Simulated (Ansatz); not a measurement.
**Compressing ZrO2: a fit and a missing row**

ZrO2, P4_2/nmc, a = 3.601 Å, c = 5.228 Å. This isn't the usual stable structure of the compound. Ansatz: r2SCAN, PAW, 500 eV, Γ-centred 6×6×6 mesh on 6 atoms, Gaussian smearing 0.02 eV; no spin polarisation. Shape and atoms are relaxed at each volume; pressure is positive in compression.

```
V (Å³/atom) P (GPa)
      9.946    32.82
     10.285    22.20
     10.624        ?
     10.963     6.01
     11.302    -0.02
     11.641    -4.92
     11.980    -8.84
     12.432   -12.71
```

Problem. Take V0 = 11.302 Å³/atom, count pressures from its P0 = -0.02 GPa, fit the third-order Birch–Murnaghan form to the other rows, and predict the missing pressure.

Solution. With the Eulerian strain f = ½[(V0/V)^(2/3) − 1] and y = (P − P0)/[3f(1 + 2f)^(5/2)], the form is the line y = B0 + 1.5 B0 (B0′ − 4) f. Rows (f, y): 0.04447, 198.9; 0.03244, 195.1; 0.01025, 186.4; -0.00975, 176.0; -0.01905, 170.1; -0.03078, 161.1. Means f = 0.004597, y = 181.27; Σ(Δf)² = 0.004414, ΣΔfΔy = 2.170; the slope is their ratio. y = 179.0 + 491.7 f GPa, so B0 = 179.0 GPa and B0′ = 4 + 2 × (491.7)/(3 × 179.0) = 5.83. At V = 10.624, f = 0.02105, y = 189.35 and P = 13.24 GPa. The run gave 13.34 GPa, so the fit is 0.10 GPa too low, within the rms miss on the fitted rows (0.16 GPa).